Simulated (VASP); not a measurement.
# PtSe2 (Sudovikovite) (P-3m1) in VASP: further runs

The runs below take PtSe2 (Sudovikovite) through single point, with PBE.

All numbers are computed with VASP 6.6.1; they aren't measurements. Logs are shortened: lines on timing, memory, paths and dates and some standing lists are left out, and cuts for length are marked.

**1. The crystal as given**

It takes space group P-3m1 (No. 164, trigonal). Conventional cell: a = 3.724 Å, b = 3.724 Å, c = 5.062 Å, α = 90.00°, β = 90.00°, γ = 120.00°. Pt (site symmetry -3m) is surrounded by 6 Se at 2.49 Å. Se (site symmetry 3m) is surrounded by 3 Pt at 2.49 Å.

**2. Single point, PBE, spin-orbit coupling, no magnetisation**

File INCAR:

```
SYSTEM = PtSe2
ALGO = Normal ; EDIFF = 1E-8
ENCUT = 750 ; GGA = PE
GGA_COMPAT = .FALSE. ; ISIF = 2
ISMEAR = 0 ; LASPH = .TRUE.
LCHARG = .FALSE. ; LMAXMIX = 4
LORBIT = 11 ; LREAL = .FALSE.
LSORBIT = .TRUE. ; LWAVE = .FALSE.
MAGMOM = 0 0 0 0 0 0 0 0 0 ; NBANDS = 38
NELM = 100 ; PREC = Accurate
SIGMA = 0.02
```

File KPOINTS:

```
k-points
0
G
  10 10 7
  0 0 0
```

File POSCAR:

```
PtSe2
1.0
    3.7240000000      0.0000000000      0.0000000000
   -1.8620000000      3.2250786037      0.0000000000
    0.0000000000      0.0000000000      5.0620000000
Pt Se
1 2
Direct
    0.0000000000      0.0000000000      0.0000000000
    0.6666666667      0.3333333333      0.7500000000
    0.3333333333      0.6666666667      0.2500000000
```

Potentials or basis: VASP PAW PBE potentials, release 64 (Pt, Se).

Run with:

```console
$ cat potpaw_PBE.64/Pt/POTCAR potpaw_PBE.64/Se/POTCAR > POTCAR
$ mpirun -np 1 vasp_ncl > vasp.out
```

OUTCAR:

```text
SYSTEM = PtSe2
   EDIFF = 1E-8
   ENCUT = 750
   GGA = PE
   ISIF = 2
   ISMEAR = 0
   LASPH = .TRUE.
   LORBIT = 11
   LREAL = .FALSE.
   LSORBIT = .TRUE.
   NELM = 100
   PREC = Accurate

 ion  position               nearest neighbor table
   1  0.000  0.000  0.000-   2 2.49   3 2.49   2 2.49   3 2.49   2 2.49   3 2.49
   2  0.667  0.333  0.750-   1 2.49   1 2.49   1 2.49
   3  0.333  0.667  0.250-   1 2.49   1 2.49   1 2.49

  LATTYP: Found a hexagonal cell.
 ALAT       =     3.7240000000
 C/A-ratio  =     1.3592910849

  Lattice vectors:

 A1 = (   3.7240000000,   0.0000000000,   0.0000000000)
 A2 = (  -1.8620000000,   3.2250786037,   0.0000000000)
 A3 = (   0.0000000000,   0.0000000000,   5.0620000000)

Analysis of symmetry for initial positions (statically):
=====================================================================
 Subroutine PRICEL returns:
 Original cell was already a primitive cell.

 Routine SETGRP: Setting up the symmetry group for a
 hexagonal supercell.

 Subroutine GETGRP returns: Found 12 space group operations
 (whereof 12 operations were pure point group operations)
 out of a pool of 24 trial point group operations.

The static configuration has the point symmetry D_3d.

Analysis of symmetry for dynamics (positions and initial velocities):
=====================================================================
 Subroutine PRICEL returns:
 Original cell was already a primitive cell.

 Routine SETGRP: Setting up the symmetry group for a
 hexagonal supercell.

 Subroutine GETGRP returns: Found 12 space group operations
 (whereof 12 operations were pure point group operations)
 out of a pool of 24 trial point group operations.

The dynamic configuration has the point symmetry D_3d.

Analysis of structural, dynamic, and magnetic symmetry:
=====================================================================
 Subroutine PRICEL returns:
 Original cell was already a primitive cell.

 Routine SETGRP: Setting up the symmetry group for a
 hexagonal supercell.

 Subroutine GETGRP returns: Found 12 space group operations
 (whereof 12 operations were pure point group operations)
 out of a pool of 24 trial point group operations.

The overall configuration has the point symmetry D_3d.

 Subroutine INISYM returns: Found 12 space group operations
 (whereof 12 operations are pure point group operations),
 and found     1 'primitive' translations

----------------------------------------------------------------------------------------

                                     Primitive cell

  volume of cell :      60.7956

  direct lattice vectors                    reciprocal lattice vectors
     3.724000000  0.000000000  0.000000000     0.268528464  0.155034981  0.000000000
    -1.862000000  3.225078604  0.000000000     0.000000000  0.310069962  0.000000000
     0.000000000  0.000000000  5.062000000     0.000000000  0.000000000  0.197550375

  length of vectors
     3.724000000  3.724000000  5.062000000     0.310069962  0.310069962  0.197550375

  position of ions in fractional coordinates (direct lattice)
     0.000000000  0.000000000  0.000000000
     0.666666667  0.333333333  0.750000000
     0.333333333  0.666666667  0.250000000

  ion indices of the primitive-cell ions
   primitive index   ion index
                 1           1
                 2           2
                 3           3

----------------------------------------------------------------------------------------

 KPOINTS: k-points

Automatic generation of k-mesh.
 Grid dimensions read from file:
 generate k-points for:   10   10    7

 Generating k-lattice:

  Cartesian coordinates                     Fractional coordinates (reciprocal lattice)
     0.026852846  0.015503498  0.000000000     0.100000000  0.000000000  0.000000000
     0.000000000  0.031006996  0.000000000     0.000000000  0.100000000  0.000000000
     0.000000000  0.000000000  0.028221482     0.000000000  0.000000000  0.142857143

  Length of vectors
     0.031006996  0.031006996  0.028221482
[... 76 lines left out ...]
  Fermi-wavevector in a.u.,A,eV,Ry     =   1.166608  2.204570 18.517184  1.360975
  Thomas-Fermi vector in A             =   2.303119
   LORBIT       =     11    0 simple, 1 ext, 2 COOP (PROOUT), +10 PAW based schemes
   GGA     = PE    functional components
   LHFCALC =     F    Hartree Fock is set to
   AEXX    =    0.0000 exact exchange contribution
   IVDW    =     0    specifies the selected vdW correction
   LEPSILON=     F    determine dielectric tensor
   LRPA    =     F    only Hartree local field effects (RPA)
 Gauss-broadening in eV      SIGMA  =   0.02
  energy-cutoff  :      750.00
  volume of cell :       60.80
 maximum number of plane-waves:      5732
 NGX is ok and might be reduce to    36
   NGX = 17   NGY = 17   NGZ = 23

 number of electron      22.0000000 magnetization       0.0000000      0.0000000      0.0000000

 number of electron      21.9999999 magnetization      -0.0000000     -0.0000000     -0.0000000

 number of electron      21.9999999 magnetization      -0.0000000      0.0000000     -0.0000000

 number of electron      21.9999999 magnetization       0.0000000     -0.0000000      0.0000000

 Free energy of the ion-electron system (eV)
  ---------------------------------------------------
  ext. energy  EPLUGINS =         0.00000000
  ---------------------------------------------------
  free energy    TOTEN  =       -14.58405246 eV

  energy without entropy =      -14.58395193  energy(sigma->0) =      -14.58400220

 E-fermi :   6.6359     XC(G=0): -10.6343

 val. band max:        6.6073196286   @ k =   0.3000   0.3000   0.0000
 cond. band min:       6.6554008883   @ k =  -0.2000   0.5000   0.1429
 fundamental gap:      0.0480812598
 Fermi energy:         6.6359392273

 k-point     1 :       0.0000    0.0000    0.0000
  band No.  band energies     occupation
      1      -9.1740      1.00000
      2      -9.1740      1.00000
      3      -6.3509      1.00000
      4      -6.3509      1.00000
      5      -0.7010      1.00000
      6      -0.7010      1.00000
[... 877 lines left out ...]
     33      14.6947      0.00000
     34      14.6947      0.00000

 [... further k-points ...]

 [bands above 34 left out]

------------------------ aborting loop because EDIFF is reached ----------------------------------------

  FORCE on cell =-STRESS in cart. coord.  units (eV):
  Direction    XX          YY          ZZ          XY          YZ          ZX
  --------------------------------------------------------------------------------------
  -------------------------------------------------------------------------------------
  Total        3.0657970      3.0657970      2.3740643     -0.0000000      0.0000000     -0.0000000
  in kB       80.7945125     80.7945125     62.5649261     -0.0000000      0.0000000     -0.0000000
  external PRESSURE =      74.7179837 kB  Pullay stress =       0.0000000 kB

 VOLUME and BASIS-vectors are now :
 -----------------------------------------------------------------------------
  energy-cutoff  :      750.00
  volume of cell :       60.80
      direct lattice vectors                 reciprocal lattice vectors
     3.724000000  0.000000000  0.000000000     0.268528464  0.155034981  0.000000000
    -1.862000000  3.225078604  0.000000000     0.000000000  0.310069962  0.000000000
     0.000000000  0.000000000  5.062000000     0.000000000  0.000000000  0.197550375

 POSITION                                       TOTAL-FORCE (eV/Angst)
 -----------------------------------------------------------------------------------
      0.00000      0.00000      0.00000        -0.000000      0.000000     -0.000000
      1.86200      1.07503      3.79650         0.000000      0.000000     -0.595795
     -0.00000      2.15005      1.26550        -0.000000      0.000000      0.595795
 -----------------------------------------------------------------------------------
    total drift:                               -0.000000      0.000000     -0.000000

  FREE ENERGIE OF THE ION-ELECTRON SYSTEM (eV)
  ---------------------------------------------------
  free  energy   TOTEN  =       -14.5840524607 eV

  energy  without entropy=      -14.5839519328  energy(sigma->0) =      -14.58400220

 Spin-Orbit-Coupling matrix elements

 Ion:    1  E_soc:     -0.7299070
 l=   1
     0.0000000    -0.0342517    -0.0359164
    -0.0342517     0.0000000    -0.0342517
    -0.0359164    -0.0342517     0.0000000
 l=   2
     0.0000000    -0.0191071     0.0000000    -0.0191071    -0.0642539
    -0.0191071     0.0000000    -0.0479452    -0.0239613    -0.0191071
     0.0000000    -0.0479452     0.0000000    -0.0479452     0.0000000
    -0.0191071    -0.0239613    -0.0479452     0.0000000    -0.0191071
    -0.0642539    -0.0191071     0.0000000    -0.0191071     0.0000000
 l=   3
     0.0000000     0.0000000     0.0000000     0.0000000     0.0000000     0.0000000     0.0000000
     0.0000000     0.0000000     0.0000000     0.0000000     0.0000000     0.0000000     0.0000000
     0.0000000     0.0000000     0.0000000     0.0000000     0.0000000     0.0000000     0.0000000
     0.0000000     0.0000000     0.0000000     0.0000000     0.0000000     0.0000000     0.0000000
[... 29 lines left out ...]
 l=   2
     0.0000000    -0.0000006     0.0000000    -0.0000006    -0.0000168
    -0.0000006     0.0000000    -0.0000114    -0.0000049    -0.0000006
     0.0000000    -0.0000114     0.0000000    -0.0000114     0.0000000
    -0.0000006    -0.0000049    -0.0000114     0.0000000    -0.0000006
    -0.0000168    -0.0000006     0.0000000    -0.0000006     0.0000000
 l=   3
     0.0000000     0.0000000     0.0000000     0.0000000     0.0000000     0.0000000     0.0000000
     0.0000000     0.0000000     0.0000000     0.0000000     0.0000000     0.0000000     0.0000000
     0.0000000     0.0000000     0.0000000     0.0000000     0.0000000     0.0000000     0.0000000
     0.0000000     0.0000000     0.0000000     0.0000000     0.0000000     0.0000000     0.0000000
     0.0000000     0.0000000     0.0000000     0.0000000     0.0000000     0.0000000     0.0000000
     0.0000000     0.0000000     0.0000000     0.0000000     0.0000000     0.0000000     0.0000000
     0.0000000     0.0000000     0.0000000     0.0000000     0.0000000     0.0000000     0.0000000

 total charge

# of ion       s       p       d       tot
------------------------------------------
    1        0.694   0.743   8.020   9.457
    2        1.485   2.248   0.070   3.803
    3        1.485   2.248   0.070   3.803
--------------------------------------------------
tot          3.664   5.238   8.161  17.064

 magnetization (x)

# of ion       s       p       d       tot
------------------------------------------
    1        0.000   0.000   0.000   0.000
    2       -0.000   0.000   0.000  -0.000
    3       -0.000  -0.000   0.000  -0.000
--------------------------------------------------
tot         -0.000  -0.000   0.000  -0.000

 magnetization (y)

# of ion       s       p       d       tot
------------------------------------------
    1        0.000   0.000   0.000   0.000
    2       -0.000   0.000  -0.000  -0.000
    3        0.000   0.000  -0.000   0.000
--------------------------------------------------
tot          0.000   0.000  -0.000   0.000

 magnetization (z)

# of ion       s       p       d       tot
------------------------------------------
    1        0.000  -0.000  -0.000  -0.000
    2        0.000   0.000   0.000   0.000
    3        0.000   0.000   0.000   0.000
--------------------------------------------------
tot          0.000  -0.000  -0.000  -0.000
```

Wall time 15 min (1 thread of AMD EPYC 7R43 (Zen 3), shared host); peak memory 0.73 GiB.

What came out:

- Free energy: -14.5841 eV
- Pressure: 7.5 GPa
- Largest force: 0.596 eV/Å
- Valence electrons inside the program's atomic spheres: Pt 9.46; Se 3.80

Forces on the atoms (eV/Å):
```
Pt   0.000  0.000  0.000
Se   0.000  0.000 -0.596
Se   0.000  0.000  0.596
```

Stress tensor (GPa, compression positive):
```
8.08 0.00 0.00
0.00 8.08 0.00
0.00 0.00 6.26
```

**3. Single point, PBE, spin-orbit coupling, no magnetisation**

INCAR, as its differences from that of step 2:

```diff
@@ -1,4 +1,4 @@
 SYSTEM = PtSe2
-ALGO = Normal ; EDIFF = 1E-8
-ENCUT = 750 ; GGA = PE
+ALGO = Normal ; EDIFF = 1E-7
+ENCUT = 650 ; GGA = PE
 GGA_COMPAT = .FALSE. ; ISIF = 2
```

File KPOINTS:

```
k-points
0
G
  9 9 6
  0 0 0
```

POSCAR is that of step 2.

Potentials or basis: VASP PAW PBE potentials, release 64 (Pt, Se).

Run with:

```console
$ cat potpaw_PBE.64/Pt/POTCAR potpaw_PBE.64/Se/POTCAR > POTCAR
$ mpirun -np 1 vasp_ncl > vasp.out
```

Wall time 8.2 min (1 thread of AMD EPYC 7R43 (Zen 3), shared host); peak memory 0.5 GiB.

These settings aren't checked as converged: the numbers below hold their error.

What came out:

- Free energy: -14.5818 eV
- Pressure: 7.5 GPa
- Largest force: 0.613 eV/Å
- Valence electrons inside the program's atomic spheres: Pt 9.46; Se 3.80

**4. Single point, PBE, spin-orbit coupling, no magnetisation**

INCAR, as its differences from that of step 3:

```diff
@@ -2,3 +2,3 @@
 ALGO = Normal ; EDIFF = 1E-7
-ENCUT = 650 ; GGA = PE
+ENCUT = 400 ; GGA = PE
 GGA_COMPAT = .FALSE. ; ISIF = 2
```

File KPOINTS:

```
k-points
0
G
  10 10 7
  0 0 0
```

POSCAR is that of step 3.

Run with:

```console
$ cat potpaw_PBE.64/Pt/POTCAR potpaw_PBE.64/Se/POTCAR > POTCAR
$ mpirun -np 1 vasp_ncl > vasp.out
```

Run time: 4.6 min. Hardware: 1 thread of AMD EPYC 7R43 (Zen 3), shared host; peak memory 0.32 GiB.

These settings aren't checked as converged: the numbers below hold their error.

What came out:

* Free energy: -14.5828 eV
* Pressure: 7.4 GPa
* Largest force: 0.597 eV/Å
* Valence electrons inside the program's atomic spheres: Pt 9.46; Se 3.80

**5. Single point, PBE, spin-orbit coupling, no magnetisation**

INCAR, as its differences from that of step 4:

```diff
@@ -2,3 +2,3 @@
 ALGO = Normal ; EDIFF = 1E-7
-ENCUT = 400 ; GGA = PE
+ENCUT = 280 ; GGA = PE
 GGA_COMPAT = .FALSE. ; ISIF = 2
```

File KPOINTS:

```
k-points
0
G
  5 5 3
  0 0 0
```

POSCAR is that of step 4.

Run with:

```console
$ cat potpaw_PBE.64/Pt/POTCAR potpaw_PBE.64/Se/POTCAR > POTCAR
$ mpirun -np 1 vasp_ncl > vasp.out
```

Wall time 32 s (1 thread of AMD EPYC 7R43 (Zen 3), shared host); peak memory 0.15 GiB.

These settings aren't checked as converged: the numbers below hold their error.

What came out:

```yaml
Free_energy: -14.6130 eV
Pressure: 7.3 GPa
Largest_force: 0.551 eV/Å
Valence_electrons_inside_the_program's_atomic_spheres: Pt 9.45; Se 3.80
```

Caveat: the k mesh is coarse (spacing up to 0.41 Å⁻¹), so the values aren't converged; the cutoff is under 1.25 times the usual one of these potentials, so pressure, stress and relaxed cells hold a basis-set (Pulay) error.

**6. The reference run**

An earlier run on the cell as given: functional PBE; potentials or basis VASP PAW PBE potentials, release 64 (Pt, Se); cutoff 520 eV; k mesh 8 × 8 × 5; occupations fermi-dirac, width 0.05 eV; no spin polarisation.

- Pressure: 7.3 GPa
- Largest force: 0.599 eV/Å
- Band gap on the k mesh: none (metal or under the smearing width)
